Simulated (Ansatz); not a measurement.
# Thickness series of a ZrC/MoSe2/Sc junction, part 2 of 2

Wanted: T(E), the conductance and its decay constant for ZrC/MoSe2/Sc. The lower electrode is ZrC rock salt(111), the upper one Sc hcp(0001); the barrier is MoSe2 3R layers (two layers in the relaxed core). In the first transport cell, after relaxation, the nearest pair of electrode and barrier is Zr–Se at 2.77 Å, along the normal, at the lower face and Sc–Se at 2.73 Å, along the normal, at the upper one. All share a net of side 3.3 Å, which strains the lower electrode by -0.9 %, the upper one by -0.6 % and the barrier by +0.0 %, against typed lattice constants near PBE's. The first steps treat the bulk electrodes alone.

Ansatz 0.2.0; PBE+D3(BJ) DFT, plane waves, PAW files (the session's first sound run).

So far, transmission at the Fermi level (a spin, zone mean): step 5 (T(E) of the junction) 0.0108. Also channels of the lower lead: step 5 0.292.

### Step 6. Conductance on a fine mesh, atomic planes in the barrier 3, gap between the electrodes 8.87 Å

System of this step: ZrC/MoSe2/Sc. The cell holds 29 atoms: 8 Zr, 7 C, 2 Se, 1 Mo and 11 Sc. Cell: a = 3.300 Å, b = 3.300 Å, c = 66.706 Å, α = 90.0°, β = 90.0°, γ = 120.0°. Regions: left electrode, 15 atoms (8 Zr and 7 C); barrier, 3 atoms (2 Se and 1 Mo); right electrode, 11 atoms (11 Sc). Vacuum lies along c.

The conductance needs T(E) within ten thermal energies of the Fermi level, on steps under 1.5 kT, and a finer mesh (30×30), since the current can rest on few wavevectors.

Input file input.yaml:

```yaml
crystal:
  lattice:
    - [3.3, 0.0, 0.0]
    - [-1.65, 2.8578838325, 0.0]
    - [0.0, 0.0, 66.7059158061]
  atoms:
    - { symbol: Zr, position: [0.33333333, 0.66666667, 0.104938219] }
    - { symbol: C, position: [0.66666667, 0.33333333, 0.1251793005] }
    - { symbol: Zr, position: [0.0, 0.0, 0.145420382] }
    - { symbol: C, position: [0.33333333, 0.66666667, 0.1656614636] }
    - { symbol: Zr, position: [0.66666667, 0.33333333, 0.1859025451] }
    - { symbol: C, position: [0.0, 0.0, 0.2061436266] }
    - { symbol: Zr, position: [0.33333333, 0.66666667, 0.2263847082] }
    - { symbol: C, position: [0.66666667, 0.33333333, 0.2466257897] }
[... 17 atom lines left out ...]
    - { symbol: Sc, position: [0.33333333, 0.66666667, 0.7811613521] }
    - { symbol: Sc, position: [0.0, 0.0, 0.8191281618] }
    - { symbol: Sc, position: [0.33333333, 0.66666667, 0.8570949714] }
    - { symbol: Sc, position: [0.0, 0.0, 0.895061781] }
kpoints:
  mp_grid: { grid: [12, 12, 1] }
scf:
  occupations: { method: fermi_dirac, width: 0.1 }
  max_iter: 150
hamiltonian:
  xc: pbe
output:
  transmission:
    kmesh: [30, 30]
    e_range: [-0.26, 0.27]
    de: 0.0375
    leads: [[6, 8], [23, 25]]
```

Command:

```
ansatz run input.yaml --threads 4 --pin off --max-ram 10240MiB --backend cpu --events-out ev --progress --plain --runs-dir out
```

The job ended after 3.1 min (4 threads of Arm Neoverse V2, shared host; peak memory 3.4 GiB).

Numbers from this step:

```
free energy                                         : -74627.2148 eV
Fermi energy                                        : 9.554 eV
transmission at the Fermi level (a spin, zone mean) : 0.04877
channels of the lower lead                          : 0.2733
channels of the upper lead                          : 1.407
potential step in the lower lead                    : 6.6 meV
ballistic conductance of the lower lead             : 2.35e14 S/m²
potential step in the upper lead                    : 7.9 meV
ballistic conductance of the upper lead             : 1.18e15 S/m²
junction conductance                                : 3.49e13 S/m²
error estimates by source, in the log's order       : 0.4, 0.2, 21.9, 13, 25 %
resistance-area product beyond the leads            : 0.02608 Ω um²
```

One spin. Transmission, zone mean against energy, zero at the Fermi level:

| energy (eV) | transmission, zone mean |
| --- | --- |
| -0.260 | 0.00823 |
| -0.223 | 0.00750 |
| -0.185 | 0.0104 |
| -0.147 | 0.0184 |
| -0.110 | 0.0204 |
| -0.072 | 0.0372 |
| -0.035 | 0.0320 |
| 0.003 | 0.0488 |
| 0.040 | 0.0462 |
| 0.077 | 0.0552 |
| 0.115 | 0.0618 |
| 0.152 | 0.0645 |
| 0.190 | 0.0642 |
| 0.228 | 0.0679 |
| 0.265 | 0.0657 |

One spin. The open channels, zone mean by energy, zero at the Fermi level:

| energy (eV) | lower lead | upper lead |
| --- | --- | --- |
| -0.260 | 0.38 | 1.15 |
| -0.223 | 0.36 | 1.19 |
| -0.185 | 0.327 | 1.27 |
| -0.147 | 0.32 | 1.32 |
| -0.110 | 0.333 | 1.35 |
| -0.072 | 0.32 | 1.41 |
| -0.035 | 0.273 | 1.42 |
| 0.003 | 0.273 | 1.41 |
| 0.040 | 0.293 | 1.51 |
| 0.077 | 0.3 | 1.51 |
| 0.115 | 0.32 | 1.48 |
| 0.152 | 0.36 | 1.31 |
| 0.190 | 0.367 | 0.933 |
| 0.228 | 0.393 | 0.64 |
| 0.265 | 0.387 | 0.54 |

Transmission over k1 and k2. At 0.0025 eV from the Fermi level.

Values, 12 rows by 16 columns, each cell a mean:
```
0.156 0.213 0.028 0.000 0.000 0.000 0.000 0.197 0.178 0.022 0.000 0.000 0.000 0.000 0.000 0.000
0.000 0.051 0.292 0.178 0.000 0.000 0.000 0.201 0.305 0.015 0.000 0.000 0.000 0.000 0.000 0.000
0.000 0.000 0.067 0.330 0.172 0.004 0.000 0.143 0.402 0.027 0.000 0.000 0.000 0.000 0.000 0.000
0.000 0.000 0.000 0.013 0.049 0.004 0.000 0.006 0.055 0.005 0.000 0.000 0.000 0.000 0.000 0.000
0.000 0.000 0.000 0.000 0.000 0.000 0.000 0.000 0.000 0.000 0.000 0.000 0.000 0.000 0.000 0.000
0.156 0.090 0.298 0.344 0.121 0.000 0.000 0.000 0.000 0.000 0.000 0.060 0.293 0.351 0.149 0.156
0.007 0.175 0.090 0.176 0.100 0.008 0.000 0.000 0.000 0.000 0.000 0.006 0.091 0.178 0.099 0.174
0.000 0.000 0.000 0.000 0.000 0.000 0.000 0.000 0.000 0.000 0.000 0.000 0.000 0.000 0.000 0.000
0.000 0.000 0.000 0.000 0.000 0.000 0.000 0.107 0.116 0.005 0.000 0.053 0.149 0.026 0.000 0.000
0.000 0.000 0.000 0.000 0.000 0.000 0.000 0.221 0.457 0.027 0.000 0.013 0.235 0.404 0.053 0.000
0.000 0.000 0.000 0.000 0.000 0.000 0.000 0.133 0.211 0.015 0.000 0.000 0.000 0.098 0.173 0.087
0.007 0.000 0.000 0.000 0.000 0.000 0.000 0.094 0.156 0.022 0.000 0.000 0.000 0.000 0.022 0.243
```
Columns: k1 (b1) from -0.5 to 0.467; rows upwards: k2 (b2) from -0.5 to 0.467.

G = 3.5e13 S/m² (1/G = 0.0286 Ω µm²). The largest error estimate is 25 %, from the leads' distance from neutrality. In the worse lead the potential repeats within 7.9 meV, which the program lets pass, though it still puts 13 % of error on the junction's conductance through them. By hand, Landauer's formula with T at one energy: G = (e²/h) ΣT / A = 3.874e-5 S × 0.0975 / 9.431 Å² = 4.0e13 S/m², with T summed over both spins. The printed value averages T over the Fermi window and is 0.87 times this.

### Step 7. Conductance on a fine mesh, 32 atoms

System of this step: ZrC/MoSe2/Sc. The cell holds 32 atoms: 8 Zr, 7 C, 4 Se, 2 Mo and 11 Sc. Cell: a = 3.300 Å, b = 3.300 Å, c = 72.982 Å, α = 90.0°, β = 90.0°, γ = 120.0°. Regions: left electrode, 15 atoms (8 Zr and 7 C); barrier, 6 atoms (4 Se and 2 Mo); right electrode, 11 atoms (11 Sc). Vacuum lies along c.

Barrier layers are added or taken out in the middle, and the relaxed faces stay.

Input file input.yaml:

```yaml
crystal:
  lattice:
    - [3.3, 0.0, 0.0]
    - [-1.65, 2.8578838325, 0.0]
    - [0.0, 0.0, 72.9815647372]
  atoms:
    - { symbol: Zr, position: [0.33333333, 0.66666667, 0.095914633] }
    - { symbol: C, position: [0.66666667, 0.33333333, 0.1144151939] }
    - { symbol: Zr, position: [0.0, 0.0, 0.1329157548] }
    - { symbol: C, position: [0.33333333, 0.66666667, 0.1514163156] }
    - { symbol: Zr, position: [0.66666667, 0.33333333, 0.1699168765] }
    - { symbol: C, position: [0.0, 0.0, 0.1884174374] }
    - { symbol: Zr, position: [0.33333333, 0.66666667, 0.2069179982] }
    - { symbol: C, position: [0.66666667, 0.33333333, 0.2254185591] }
[... 20 atom lines left out ...]
    - { symbol: Sc, position: [0.0, 0.0, 0.79997918] }
    - { symbol: Sc, position: [0.66666667, 0.33333333, 0.8346812424] }
    - { symbol: Sc, position: [0.0, 0.0, 0.8693833047] }
    - { symbol: Sc, position: [0.66666667, 0.33333333, 0.904085367] }
kpoints:
  mp_grid: { grid: [12, 12, 1] }
scf:
  occupations: { method: fermi_dirac, width: 0.1 }
  max_iter: 150
hamiltonian:
  xc: pbe
output:
  transmission:
    kmesh: [30, 30]
    e_range: [-0.26, 0.27]
    de: 0.0375
    leads: [[6, 8], [26, 28]]
```

Wall time 4.2 min (4 threads); peak memory 4.1 GiB; 16 min of CPU time.

Numbers from this step:

```
free energy                                         : -90523.3029 eV
Fermi energy                                        : 9.889 eV
transmission at the Fermi level (a spin, zone mean) : 0.01299
potential step in the lower lead                    : 6.5 meV
potential step in the upper lead                    : 6 meV
junction conductance                                : 9.12e12 S/m²
error estimates by source, in the log's order       : 0.5, 1.1, 51, 14.2, 1.4 %
resistance-area product beyond the leads            : 0.1071 Ω um²
```

One spin. Table of transmission, zone mean by energy, zero at the Fermi level:

| energy (eV) | transmission, zone mean |
| --- | --- |
| -0.260 | 0.00116 |
| -0.223 | 0.00208 |
| -0.185 | 0.00160 |
| -0.147 | 0.00749 |
| -0.110 | 0.00888 |
| -0.072 | 0.0105 |
| -0.035 | 0.00949 |
| 0.003 | 0.0130 |
| 0.040 | 0.0118 |
| 0.077 | 0.0112 |
| 0.115 | 0.00893 |
| 0.152 | 0.00723 |
| 0.190 | 0.00536 |
| 0.228 | 0.0101 |
| 0.265 | 0.00786 |

One spin. Open channels, zone mean against energy, zero at the Fermi level:

| energy (eV) | lower lead | upper lead |
| --- | --- | --- |
| -0.260 | 0.38 | 1.15 |
| -0.223 | 0.36 | 1.19 |
| -0.185 | 0.327 | 1.27 |
| -0.147 | 0.32 | 1.32 |
| -0.110 | 0.333 | 1.35 |
| -0.072 | 0.32 | 1.41 |
| -0.035 | 0.273 | 1.42 |
| 0.003 | 0.273 | 1.41 |
| 0.040 | 0.293 | 1.51 |
| 0.077 | 0.3 | 1.51 |
| 0.115 | 0.32 | 1.48 |
| 0.152 | 0.36 | 1.32 |
| 0.190 | 0.367 | 0.933 |
| 0.228 | 0.393 | 0.64 |
| 0.265 | 0.387 | 0.54 |

Transmission over k1 and k2. At 0.0025 eV from the Fermi level; zeros and values more than six decades under the largest are shown at that floor.

log10 of the mean of each cell; the least values stand at a floor. Values, 12 rows by 16 columns:
```
-4.2 -3.2 -2.9 -6.5 -6.5 -6.5 -6.5 -2.9 -3.1 -5.0 -6.5 -6.5 -6.5 -6.5 -6.5 -6.5
-6.5 -2.6 -1.9 -1.9 -6.5 -6.5 -6.5 -1.9 -1.9 -3.1 -6.5 -6.5 -6.5 -6.5 -6.5 -6.5
-6.5 -6.5 -2.3 -1.2 -0.9 -1.6 -6.5 -1.0 -0.9 -2.2 -6.5 -6.5 -6.5 -6.5 -6.5 -6.5
-6.5 -6.5 -6.5 -1.9 -0.9 -1.6 -6.5 -1.4 -0.9 -1.9 -6.5 -6.5 -6.5 -6.5 -6.5 -6.5
-6.5 -6.5 -6.5 -6.5 -6.5 -6.5 -6.5 -6.5 -6.5 -6.5 -6.5 -6.5 -6.5 -6.5 -6.5 -6.5
-4.2 -2.6 -1.8 -1.1 -0.8 -6.5 -6.5 -6.5 -6.5 -6.5 -6.5 -0.9 -1.0 -1.6 -2.3 -4.2
-4.7 -4.2 -2.3 -1.7 -1.1 -1.3 -6.5 -6.5 -6.5 -6.5 -6.5 -1.4 -1.0 -1.7 -2.3 -4.2
-6.5 -6.5 -6.5 -6.5 -6.5 -6.5 -6.5 -6.5 -6.5 -6.5 -6.5 -6.5 -6.5 -6.5 -6.5 -6.5
-6.5 -6.5 -6.5 -6.5 -6.5 -6.5 -6.5 -0.9 -0.8 -1.9 -6.5 -0.8 -0.8 -2.3 -6.5 -6.5
-6.5 -6.5 -6.5 -6.5 -6.5 -6.5 -6.5 -1.7 -1.1 -2.2 -6.5 -1.9 -1.3 -1.5 -2.6 -6.5
-6.5 -6.5 -6.5 -6.5 -6.5 -6.5 -6.5 -2.6 -2.1 -3.1 -6.5 -6.5 -6.5 -2.3 -2.2 -4.5
-4.7 -5.9 -6.5 -6.5 -6.5 -6.5 -6.5 -4.3 -4.2 -5.0 -6.5 -6.5 -6.5 -6.5 -5.1 -4.0
```
Columns: k1 (b1) from -0.5 to 0.467; rows upwards: k2 (b2) from -0.5 to 0.467.

G = 9.1e12 S/m² (1/G = 0.110 Ω µm²), 0.26 times the step before of this kind. The largest error estimate is 51 %, from the mesh across the current. In the worse lead the potential repeats within 6.5 meV, which the program lets pass, though it still puts 14 % of error on the junction's conductance through them.

### Step 8. Conductance on a fine mesh, atomic planes in the barrier 9, gap between the electrodes 21.43 Å

System of this step: ZrC/MoSe2/Sc. The cell holds 35 atoms: 8 Zr, 7 C, 6 Se, 3 Mo and 11 Sc. Cell: a = 3.300 Å, b = 3.300 Å, c = 79.257 Å, α = 90.0°, β = 90.0°, γ = 120.0°. Regions: left electrode, 15 atoms (8 Zr and 7 C); barrier, 9 atoms (6 Se and 3 Mo); right electrode, 11 atoms (11 Sc). Vacuum lies along c.

Input file input.yaml:

```yaml
crystal:
  lattice:
    - [3.3, 0.0, 0.0]
    - [-1.65, 2.8578838325, 0.0]
    - [0.0, 0.0, 79.2572136683]
  atoms:
    - { symbol: Zr, position: [0.33333333, 0.66666667, 0.0883200364] }
    - { symbol: C, position: [0.66666667, 0.33333333, 0.1053557083] }
    - { symbol: Zr, position: [0.0, 0.0, 0.1223913801] }
    - { symbol: C, position: [0.33333333, 0.66666667, 0.1394270519] }
    - { symbol: Zr, position: [0.66666667, 0.33333333, 0.1564627237] }
    - { symbol: C, position: [0.0, 0.0, 0.1734983955] }
    - { symbol: Zr, position: [0.33333333, 0.66666667, 0.1905340673] }
    - { symbol: C, position: [0.66666667, 0.33333333, 0.2075697391] }
[... 23 atom lines left out ...]
    - { symbol: Sc, position: [0.66666667, 0.33333333, 0.8158169869] }
    - { symbol: Sc, position: [0.33333333, 0.66666667, 0.8477713125] }
    - { symbol: Sc, position: [0.66666667, 0.33333333, 0.879725638] }
    - { symbol: Sc, position: [0.33333333, 0.66666667, 0.9116799636] }
kpoints:
  mp_grid: { grid: [12, 12, 1] }
scf:
  occupations: { method: fermi_dirac, width: 0.1 }
  max_iter: 150
hamiltonian:
  xc: pbe
output:
  transmission:
    kmesh: [30, 30]
    e_range: [-0.26, 0.27]
    de: 0.0375
    leads: [[6, 8], [29, 31]]
```

Wall time 5.5 min (4 threads); peak memory 4.9 GiB.

One spin. Table of transmission, zone mean by energy, zero at the Fermi level:

| energy (eV) | transmission, zone mean |
| --- | --- |
| -0.260 | 5.0e-5 |
| -0.223 | 4.8e-5 |
| -0.185 | 6.5e-5 |
| -0.147 | 4.2e-4 |
| -0.110 | 6.1e-4 |
| -0.072 | 7.2e-4 |
| -0.035 | 6.0e-4 |
| 0.003 | 0.00127 |
| 0.040 | 0.00104 |
| 0.077 | 7.3e-4 |
| 0.115 | 5.5e-4 |
| 0.152 | 4.2e-4 |
| 0.190 | 3.1e-4 |
| 0.228 | 6.2e-4 |
| 0.265 | 4.6e-4 |

G = 7.6e11 S/m² (1/G = 1.32 Ω µm²), 0.083 times the step before of this kind. The largest error estimate is 76 %, from the mesh across the current. In the worse lead the potential repeats within 6.4 meV, which the program lets pass, though it still puts 19 % of error on the junction's conductance through them.

### Step 9. Comparing the runs

Times are for 4 threads of Arm Neoverse V2, shared host. The series side by side:

| no. | gap between the electrodes (Å) | junction conductance (S/m²) | resistance-area product beyond the leads (Ω um²) | time | memory (GiB) |
| --- | --- | --- | --- | --- | --- |
| 1 | 8.87 | 3.49e13 | 0.02608 | 3.1 min | 3.4 |
| 2 | 15.15 | 9.12e12 | 0.1071 | 4.2 min | 4.1 |
| 3 | 21.43 | 7.59e11 | 1.315 | 5.5 min | 4.9 |

The runs together. Transmission, zone mean against energy, zero at the Fermi level:

| energy (eV) | 8.87 | 15.15 | 21.43 |
| --- | --- | --- | --- |
| -0.260 | 0.00823 | 0.00116 | 5.0e-5 |
| -0.223 | 0.00750 | 0.00208 | 4.8e-5 |
| -0.185 | 0.0104 | 0.00160 | 6.5e-5 |
| -0.147 | 0.0184 | 0.00749 | 4.2e-4 |
| -0.110 | 0.0204 | 0.00888 | 6.1e-4 |
| -0.072 | 0.0372 | 0.0105 | 7.2e-4 |
| -0.035 | 0.0320 | 0.00949 | 6.0e-4 |
| 0.003 | 0.0488 | 0.0130 | 0.00127 |
| 0.040 | 0.0462 | 0.0118 | 0.00104 |
| 0.077 | 0.0552 | 0.0112 | 7.3e-4 |
| 0.115 | 0.0618 | 0.00893 | 5.5e-4 |
| 0.152 | 0.0645 | 0.00723 | 4.2e-4 |
| 0.190 | 0.0642 | 0.00536 | 3.1e-4 |
| 0.228 | 0.0679 | 0.0101 | 6.2e-4 |
| 0.265 | 0.0657 | 0.00786 | 4.6e-4 |

### Step 10. Fit against thickness

This step: Fit of the logarithm of the conductance against the barrier's thickness, from PBE DFT, plane waves, PAW files (Ansatz 0.2.0).

No new run: the logarithm is fitted against the thickness.

Numbers from this step:

```yaml
decay_constant_of_the_conductance: 0.31 Å⁻¹
r_m_s_misfit_of_ln_g: 0.27
```

From the end points alone, β = ln(3.49e+13 / 7.59e+11) / 12.56 Å = 3.83 / 12.56 Å = 0.30 Å⁻¹. One end point carries an error estimate of 76 %; a factor of 1.8 on it would move β by 0.04 Å⁻¹.

### Step 11. The same cell, other settings, 32 atoms

This step: PBE DFT, plane waves, PAW files; ballistic transmission by layer matching between semi-infinite leads; changed: scf.convergence.dr2_threshold = 1e-05 (Ansatz 0.2.0).

System of this step: ZrC/MoSe2/Sc. The cell holds 32 atoms: 8 Zr, 7 C, 4 Se, 2 Mo and 11 Sc. Cell: a = 3.300 Å, b = 3.300 Å, c = 72.982 Å, α = 90.0°, β = 90.0°, γ = 120.0°. Regions: left electrode, 15 atoms (8 Zr and 7 C); barrier, 6 atoms (4 Se and 2 Mo); right electrode, 11 atoms (11 Sc). Vacuum lies along c.

It is meant to test whether the numerical route changes the result or only the time. Where the input is shown as a difference, that is against the step before, not the twin.

Input file input.yaml:

```yaml
crystal:
  lattice:
    - [3.3, 0.0, 0.0]
    - [-1.65, 2.8578838325, 0.0]
    - [0.0, 0.0, 72.9815647372]
  atoms:
    - { symbol: Zr, position: [0.33333333, 0.66666667, 0.095914633] }
    - { symbol: C, position: [0.66666667, 0.33333333, 0.1144151939] }
    - { symbol: Zr, position: [0.0, 0.0, 0.1329157548] }
    - { symbol: C, position: [0.33333333, 0.66666667, 0.1514163156] }
    - { symbol: Zr, position: [0.66666667, 0.33333333, 0.1699168765] }
    - { symbol: C, position: [0.0, 0.0, 0.1884174374] }
    - { symbol: Zr, position: [0.33333333, 0.66666667, 0.2069179982] }
    - { symbol: C, position: [0.66666667, 0.33333333, 0.2254185591] }
[... 20 atom lines left out ...]
    - { symbol: Sc, position: [0.0, 0.0, 0.79997918] }
    - { symbol: Sc, position: [0.66666667, 0.33333333, 0.8346812424] }
    - { symbol: Sc, position: [0.0, 0.0, 0.8693833047] }
    - { symbol: Sc, position: [0.66666667, 0.33333333, 0.904085367] }
kpoints:
  mp_grid: { grid: [12, 12, 1] }
scf:
  occupations: { method: fermi_dirac, width: 0.1 }
  max_iter: 150
  convergence: { dr2_threshold: 1.0e-05 }
hamiltonian:
  xc: pbe
output:
  transmission:
    kmesh: [12, 12]
    e_range: [-4, 2]
    de: 0.1
    leads: [[6, 8], [26, 28]]
  dos: { projected: true, e_range: [-6, 5], de: 0.05 }
  write_potential: true
  write_density: true
  volumetric_format: npy
```

It took 4.1 min on 4 threads; peak memory 4.8 GiB; 16 min of CPU time.

This number moved little. The transmission at the Fermi level, both spins, is 0.0216 against 0.0216 in the twin: no change within 1 %.

Side by side:

| quantity | this run | sound run | difference |
| --- | --- | --- | --- |
| free energy (eV) | -90523.30 | -90523.30 | 1.6e-7 |
| Fermi energy (eV) | 9.8888 | 9.8888 | 2.0e-5 |
| transmission at the Fermi level (a spin, zone mean) | 0.010776 | 0.010777 | -8.8e-7 |
| potential step in the lower lead (meV) | 6.4 | 6.5 | -0.1000 |

### Step 12. A repeat with changed settings, 29 atoms

This step: PBE DFT, plane waves, PAW files; ballistic transmission by layer matching between semi-infinite leads; changed: output.transmission.temperature = 0.5 (Ansatz 0.2.0).

System of this step: ZrC/MoSe2/Sc. The cell holds 29 atoms: 8 Zr, 7 C, 2 Se, 1 Mo and 11 Sc. Its edges and angles: a = 3.300 Å, b = 3.300 Å, c = 66.706 Å, α = 90.0°, β = 90.0°, γ = 120.0°. Regions: left electrode, 15 atoms (8 Zr and 7 C); barrier, 3 atoms (2 Se and 1 Mo); right electrode, 11 atoms (11 Sc). Vacuum lies along c.

This run repeats an earlier one, its twin (the conductance run, 3 atomic planes between the electrodes), with one setting changed (output.transmission.temperature; files written aside). The setting was drawn as a possible misstep, on purpose. Where the input is shown as a difference, that is against the step before, not the twin.

Input file input.yaml:

```yaml
crystal:
  lattice:
    - [3.3, 0.0, 0.0]
    - [-1.65, 2.8578838325, 0.0]
    - [0.0, 0.0, 66.7059158061]
  atoms:
    - { symbol: Zr, position: [0.33333333, 0.66666667, 0.104938219] }
    - { symbol: C, position: [0.66666667, 0.33333333, 0.1251793005] }
    - { symbol: Zr, position: [0.0, 0.0, 0.145420382] }
    - { symbol: C, position: [0.33333333, 0.66666667, 0.1656614636] }
    - { symbol: Zr, position: [0.66666667, 0.33333333, 0.1859025451] }
    - { symbol: C, position: [0.0, 0.0, 0.2061436266] }
    - { symbol: Zr, position: [0.33333333, 0.66666667, 0.2263847082] }
    - { symbol: C, position: [0.66666667, 0.33333333, 0.2466257897] }
[... 17 atom lines left out ...]
    - { symbol: Sc, position: [0.33333333, 0.66666667, 0.7811613521] }
    - { symbol: Sc, position: [0.0, 0.0, 0.8191281618] }
    - { symbol: Sc, position: [0.33333333, 0.66666667, 0.8570949714] }
    - { symbol: Sc, position: [0.0, 0.0, 0.895061781] }
kpoints:
  mp_grid: { grid: [12, 12, 1] }
scf:
  occupations: { method: fermi_dirac, width: 0.1 }
  max_iter: 150
hamiltonian:
  xc: pbe
output:
  transmission:
    kmesh: [30, 30]
    e_range: [-0.26, 0.27]
    de: 0.0375
    leads: [[6, 8], [23, 25]]
    temperature: 0.5
```

Run time: 0.05 s. Hardware: 4 threads; peak memory 0.12 GiB.

The program refused the input before any cycle.

The program's message: “Error: invalid value for `output.transmission.temperature`: must be finite and ≥ 1.2; got 0.5 K”

The change that led to it: output.transmission.temperature = 0.5.

### Step 13. Summary of results

| Property | Result |
| --- | --- |
| 1/G at 8.87 Å gap | 0.0286 Ω um² |
| 1/G at 21.4 Å gap | 1.32 Ω um² |
| decay constant β | 0.31 Å⁻¹ |

**Reading.** A fit of ln G against d gives β = 0.31 Å⁻¹, and step by step the slopes are 0.21 and 0.40 Å⁻¹. They differ by more than a fifth, so the fit is an average; how much of this is a real bend and how much error of the runs wasn't traced. At the Fermi level the layers of the barrier in the wide-window run (6 planes) hold from 0.084 to 1.0 states an eV and atom: none is empty there, through tails of the electrodes' states or through bands of its own. The program's largest error estimate on these conductances is 76 %, from the mesh across the current, in the run that gave 7.6e11 S/m². No spin-orbit coupling, phonons, disorder or image charges enter; the interfaces are ordered, one cell wide and lattice-matched by strain. Semilocal gaps are too small, which can bring a band edge of the barrier nearer to the Fermi level than it is.

[Logs are printed without paths, hosts, clocks, repeated set-up lines and the standing remarks that a program may print on its own settings, such as how far it seeks lower states.]

[Hosts, paths, dates, database ids (printed as entryN), source tags and the programs' standing remarks are cut or masked in the printed files.]
